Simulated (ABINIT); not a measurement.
# Ta2N (P-3m1) in ABINIT: further runs, part 2 of 2

ABINIT 10.8.3 (patched build).

## Step 3: Optical spectrum, PBE

Contents of run.abi:

```
# Datasets
ndtset 3

# Pseudopotentials
pp_dirpath "./"
pseudos "Ta.upf, N.upf"

# Structure
acell 3.112861506 3.1128615059 4.869841 Angstrom
rprim
     1.0000000000     0.0000000000     0.0000000000
    -0.5000000000     0.8660254038     0.0000000000
     0.0000000000     0.0000000000     1.0000000000
ntypat 2
znucl 73 7
natom 3
typat 1 1 2
xred
            1/3            2/3   0.2547110000
            2/3            1/3   0.7452890000
            0.0            0.0            0.0

# Plane-wave basis
ecut 952.398519 eV

# k points
ngkpt 12 12 8
nshiftk 1
shiftk 0.0 0.0 0.5
istwfk *1

# Exchange and correlation
ixc 11

# Bands and occupations
occopt 3
tsmear 0.05 eV

# SCF cycle
nstep 80

# Output
iomode 3
prteig 0
prtebands 0

# Dataset 1: ground state
nband1 20
tolvrs1 1.0e-12
prtden1 1
prtwf1 0
kptopt1 1

# Dataset 2: empty bands at fixed density
iscf2 -3
getden2 1
nband2 26
nbdbuf2 4
tolwfr2 1.0e-12
nstep2 120
prtden2 0
kptopt2 1

# Dataset 3: wave functions and velocity matrix elements in the full zone
optdriver3 8
wfk_task3 "wfk_optics_fullbz"
getwfk3 2
nband3 22
kptopt3 1
prtevk3 1
inclvkb3 2
```

Contents of optic.abi:

```
&FILES
 ddkfile_1 = 'runo_DS3_1_EVK.nc',
 ddkfile_2 = 'runo_DS3_2_EVK.nc',
 ddkfile_3 = 'runo_DS3_3_EVK.nc',
 wfkfile = 'runo_DS3_WFK.nc'
/
&PARAMETERS
 broadening = 0.005512,
 domega = 0.002,
 maxomega = 0.8,
 scissor = 0.000000,
 tolerance = 0.002
/
&COMPUTATIONS
 num_lin_comp = 2,
 lin_comp = 11,33,
 num_nonlin_comp = 0
/
```

Potentials or basis: PseudoDojo NC SR PBE v0.4.1 standard.

Command:

```console
$ abinit run.abi > log 2>&1
$ optic optic.abi > optic.log 2>&1
```

run.abo:

```text
.Version 10.8.3 of ABINIT
 DATASET    1 : space group P-3 m 1 (#164); Bravais hP (primitive hexag.)
================================================================================
 Values of the parameters that define the memory need for DATASET  1.
     intxc =       0    ionmov =       0      iscf =       7    lmnmax =       8
     lnmax =       8     mgfft =      50  mpssoang =       4    mqgrid =    3001
     natom =       3  nloc_mem =       1    nspden =       1   nspinor =       1
    nsppol =       1      nsym =      12    n1xccc =    2501    ntypat =       2
    occopt =       3   xclevel =       2
       mpw =        2751          nfft =       51200          nkpt =         124
================================================================================
================================================================================
[... 13 lines left out ...]
 DATASET    3 : space group P-3 m 1 (#164); Bravais hP (primitive hexag.)
================================================================================
 Values of the parameters that define the memory need for DATASET  3.
     intxc =       0    ionmov =       0      iscf =       7    lmnmax =       8
     lnmax =       8     mgfft =      50  mpssoang =       4    mqgrid =    3001
     natom =       3  nloc_mem =       1    nspden =       1   nspinor =       1
    nsppol =       1      nsym =      12    n1xccc =    2501    ntypat =       2
    occopt =       3   xclevel =       2
       mpw =        2751          nfft =       51200          nkpt =         124
================================================================================
================================================================================

[... 423 lines left out ...]
    ecut:     35.0
    nkpt:    1152
    mband:   26
    nsppol:  1
    nspinor: 1
    useylm:  0
    inclvkb: 2
    bmin: 1, bmax: 26
    Computing diagonal and off-diagonal matrix elements
    Between band index bmin: 1, bmax: 26

== END DATASET(S) ==============================================================
================================================================================

 -outvars: echo values of variables after computation  --------
            acell      5.8824557142E+00  5.8824557140E+00  9.2026657667E+00 Bohr
           etotal1    -1.4067035060E+02
           etotal2    -1.4067035060E+02
           etotal3     0.0000000000E+00
            fcart1    -6.4846739493E-29  1.2553171192E-28 -1.5078320871E-03
                       6.1032225405E-29 -1.1892477972E-28  1.5078320871E-03
                       3.8145140878E-30 -6.6069322065E-30 -7.2280144832E-20
            fcart3     0.0000000000E+00  0.0000000000E+00  0.0000000000E+00
                       0.0000000000E+00  0.0000000000E+00  0.0000000000E+00
                       0.0000000000E+00  0.0000000000E+00  0.0000000000E+00
            rprim      1.0000000000E+00  0.0000000000E+00  0.0000000000E+00
                      -5.0000000000E-01  8.6602540380E-01  0.0000000000E+00
                       0.0000000000E+00  0.0000000000E+00  1.0000000000E+00
           strten1     7.4657526811E-05  7.4657527374E-05  2.6554971589E-05
                       0.0000000000E+00  0.0000000000E+00 -3.6866171716E-13
           strten3     0.0000000000E+00  0.0000000000E+00  0.0000000000E+00
                       0.0000000000E+00  0.0000000000E+00  0.0000000000E+00
           xangst      3.3333253181E-11  1.7972114284E+00  1.2404020710E+00
                       1.5564307530E+00  8.9860571421E-01  3.6294389290E+00
                       0.0000000000E+00  0.0000000000E+00  0.0000000000E+00
             xred      3.3333333333E-01  6.6666666667E-01  2.5471100000E-01
                       6.6666666667E-01  3.3333333333E-01  7.4528900000E-01
                       0.0000000000E+00  0.0000000000E+00  0.0000000000E+00
 Calculation completed.
```

Run time: 8 min. Hardware: 1 thread of Arm Neoverse V2, shared host; peak memory 1.4 GiB.

Results:

| Quantity | Value |
| --- | --- |
| Free energy | -3827.8352 eV |
| Pressure | -1.7 GPa |
| Largest force | 0.078 eV/Å |

Forces in eV/Å, atoms in the order of the input:
```
Ta   0.000  0.000 -0.078
Ta   0.000  0.000  0.078
N    0.000  0.000  0.000
```

Dielectric function (mean over the directions given):
```csv
energy (eV),real part,imaginary part
0.33,64.97,56.70
0.98,4.75,39.68
1.63,3.71,20.73
2.29,3.75,16.03
2.94,3.42,13.78
3.70,3.28,10.99
4.35,0.97,10.78
5.01,1.66,8.81
5.66,1.14,9.22
6.31,0.16,8.54
7.08,-0.88,6.86
7.73,-1.03,6.13
8.38,-0.54,5.24
9.03,-0.21,5.30
9.69,-0.34,6.27
10.45,-1.89,5.66
11.10,-2.73,4.42
11.76,-2.35,3.54
12.41,-2.72,2.83
13.06,-2.08,2.12
13.82,-1.97,1.88
14.48,-1.87,1.38
15.13,-1.44,0.99
15.78,-1.28,0.91
16.44,-1.06,0.65
17.20,-0.80,0.54
17.85,-0.64,0.47
18.50,-0.56,0.40
19.16,-0.41,0.28
19.92,-0.22,0.22
```

Caveat: the intraband (Drude) term is left out; spectra need much finer meshes, so this one isn't converged; independent-particle spectra lack excitons. Spin-orbit coupling is left out, which matters for the levels of Ta.
